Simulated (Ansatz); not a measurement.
This is a relaxation of cell and atoms with Ansatz on Si3N4 (I-43d) from a database of computed structures; the level of theory is PBEsol. The starting cell comes from a relaxation with PBE.

Input file:
```yaml
crystal:
  lattice:
    - [-3.2451927048, 3.2451927048, 3.2451927048]
    - [3.2451927048, -3.2451927048, 3.2451927048]
    - [3.2451927048, 3.2451927048, -3.2451927048]
  atoms:
    - { symbol: Si, position: [0.375, 0.25, 0.625] }
    - { symbol: Si, position: [0.625, 0.375, 0.25] }
    - { symbol: Si, position: [0.875, 0.125, 0.75] }
    - { symbol: Si, position: [0.25, 0.625, 0.375] }
    - { symbol: Si, position: [0.75, 0.875, 0.125] }
    - { symbol: Si, position: [0.125, 0.75, 0.875] }
    - { symbol: "N", position: [0.5, 0.0, 0.0627124369] }
    - { symbol: "N", position: [0.5627124369, 0.5, 0.0] }
    - { symbol: "N", position: [0.9372875631, 0.9372875631, 0.9372875631] }
    - { symbol: "N", position: [0.0, 0.5627124369, 0.5] }
    - { symbol: "N", position: [0.4372875631, 0.4372875631, 0.4372875631] }
    - { symbol: "N", position: [0.0, 0.0627124369, 0.5] }
    - { symbol: "N", position: [0.5, 0.0, 0.5627124369] }
    - { symbol: "N", position: [0.0627124369, 0.5, 0.0] }
kpoints:
  mp_grid: { grid: [6, 6, 6] }
hamiltonian:
  xc: pbesol
scf:
  occupations: { method: fermi_dirac, width: 0.02 }
relax:
  f_tol: 0.005
  cell: {}
output:
  write_density: true
  write_potential: true
  elf: true
  volumetric_format: npy
```

Wall time 16 s on 1 × NVIDIA H100 80GB HBM3 with 2 threads of AMD EPYC 7R13 Processor (Zen 3), with other jobs on the host, load about 3.2 per core; peak host memory 1.3 GiB.

What the program printed (shortened):
```
Pseudopotential: Si, paw, valence charge 4, recommended cutoff 420 eV (normal)
Pseudopotential: N, paw, valence charge 5, recommended cutoff 420 eV (normal)
Functional definition: PBEsol
Crystal: 14 atoms, lattice volume = 136.704 Å³
Basis set: ecut = 420 eV, 2659 PW (Γ)
Bands: 46, of which v1, the nominal top of the filled ones, is band 32 counted from 1 (31 counted from 0)
Symmetry: 24 space group operations
Space group: I-43d (ITA 220)
k-points: 16 of 216 (time reversal used)
SCF iter   1: HF=-6772.646730 eV  Δρ=1.17e-2  dr2=1.75e-1
preconditioner: auto → Resta (q_TF=auto, 2.404 Å⁻¹)  ε∞=4.4  [insulator: Δε(μ)=3.776 eV  σ=0.020 eV  ℏωp=25.4 eV]
SCF iter   2: HF=-6772.596564 eV  Δρ=2.33e-3  dr2=5.23e-3
SCF iter   3: HF=-6772.596063 eV  Δρ=1.11e-3  dr2=9.72e-4
SCF iter   4: HF=-6772.596046 eV  Δρ=9.56e-5  dr2=9.97e-6
SCF iter   5: HF=-6772.596042 eV  Δρ=1.65e-5  dr2=2.73e-7
SCF iter   6: HF=-6772.596042 eV  Δρ=2.18e-6  dr2=3.40e-9
SCF 1 converged in 6 iterations: F = -6772.596042 eV  dr2 = 3.40e-9
relax step 1: F+E_penalty+E_count = -6772.59604181 eV  max|allowed force component| = 2.554e-3 eV/Å  Δτ_max = 0.0000 Å  P = -4.193 GPa  Ω = 136.704 Å³
SCF 2 converged in 4 iterations: F = -6772.622142 eV  dr2 = 1.02e-6
relax step 2: F+E_penalty+E_count = -6772.62214176 eV  max|allowed force component| = 1.399e-4 eV/Å  Δτ_max = 0.0031 Å  P = -2.017 GPa  Ω = 135.553 Å³
SCF 3 converged in 4 iterations: F = -6772.632224 eV  dr2 = 8.94e-7
relax step 3: F+E_penalty+E_count = -6772.63222450 eV  max|allowed force component| = 1.856e-3 eV/Å  Δτ_max = 0.0031 Å  P = +0.051 GPa  Ω = 134.495 Å³
SCF 4 converged in 4 iterations: F = -6772.632167 eV  dr2 = 1.51e-9
relax step 4: F+E_penalty+E_count = -6772.63216701 eV  max|allowed force component| = 1.221e-3 eV/Å  Δτ_max = 0.0002 Å  P = +0.006 GPa  Ω = 134.515 Å³
SCF 5 converged in 4 iterations: F = -6772.625067 eV  dr2 = 9.81e-11
relax step 5: F+E_penalty+E_count = -6772.62506700 eV  max|allowed force component| = 1.224e-3 eV/Å  Δτ_max = 0.0000 Å  P = -0.085 GPa  Ω = 134.515 Å³  (SCF on a basis re-selected at this cell)
SCF 6 converged in 4 iterations: F = -6772.625197 eV  dr2 = 1.59e-9
relax step 6: F+E_penalty+E_count = -6772.62519700 eV  max|allowed force component| = 8.448e-4 eV/Å  Δτ_max = 0.0002 Å  P = -0.020 GPa  Ω = 134.480 Å³
SCF 7 converged in 4 iterations: F = -6772.625197 eV  dr2 = 1.12e-11
relax step 7: F+E_penalty+E_count = -6772.62519700 eV  max|allowed force component| = 8.473e-4 eV/Å  Δτ_max = 0.0000 Å  P = -0.021 GPa  Ω = 134.480 Å³  (SCF on a basis re-selected at this cell)
Free energy (F): -6772.625197 eV
Fermi energy:    11.367952 eV
--- Stress (GPa, compression-positive) ---
       -0.020573       0.000000       0.000000
        0.000000      -0.020573       0.000000
        0.000000       0.000000      -0.020573
  P = ⅓ Tr σ = -0.0206 GPa (-0.206 kbar)
--- Relaxed structure (5 steps of the walk, 5 accepted, 2 SCFs on fresh bases) ---
  F+E_penalty+E_count = -6772.62519700 eV   max|allowed force component| = 8.473e-4 eV/Å
  cell:  # Å, volume = 134.4802 Å³
    - [-3.227499, 3.227499, 3.227499]
    - [3.227499, -3.227499, 3.227499]
    - [3.227499, 3.227499, -3.227499]
  atoms:
    - { symbol: Si, position: [0.375000, 0.250000, 0.625000] }
    - { symbol: Si, position: [0.625000, 0.375000, 0.250000] }
    - { symbol: Si, position: [0.875000, 0.125000, 0.750000] }
    - { symbol: Si, position: [0.250000, 0.625000, 0.375000] }
    - { symbol: Si, position: [0.750000, 0.875000, 0.125000] }
    - { symbol: Si, position: [0.125000, 0.750000, 0.875000] }
    - { symbol: N, position: [0.500000, 0.000000, 0.061547] }
    - { symbol: N, position: [0.561547, 0.500000, 0.000000] }
    - { symbol: N, position: [0.938453, 0.938453, 0.938453] }
    - { symbol: N, position: [0.000000, 0.561547, 0.500000] }
    - { symbol: N, position: [0.438453, 0.438453, 0.438453] }
    - { symbol: N, position: [0.000000, 0.061547, 0.500000] }
    - { symbol: N, position: [0.500000, 0.000000, 0.561547] }
    - { symbol: N, position: [0.061547, 0.500000, 0.000000] }
```

Planar averages along the third cell vector, from rho_z.tsv and v_z.tsv (valence density with its augmentation; electrostatic potential energy of an electron, of which only differences have a meaning):
```tsv
z (Å)	ρ (e/Å³)	v_es (eV)
0.00	0.762	-0.57
0.42	0.623	1.09
0.70	0.456	2.64
1.12	0.269	3.66
1.40	0.233	3.70
1.82	0.315	3.50
2.24	0.540	1.92
2.52	0.694	0.27
2.93	0.744	-0.35
3.21	0.623	1.09
3.63	0.379	3.18
4.05	0.242	3.71
4.33	0.242	3.71
4.75	0.379	3.18
5.03	0.540	1.92
5.45	0.744	-0.35
```

In 5 steps the volume changed by -1.6 %; between the first SCF and the last, each on a basis chosen for its cell, the energy fell by 2.1 meV an atom. At the end: space group I-43d (No. 220), cubic; conventional cell a = 6.455 Å, 9.61 Å³ an atom. Si is surrounded by 4 N at 1.75 Å; N is surrounded by 3 Si at 1.75 Å.

Calculated for a static, non-magnetic cell.
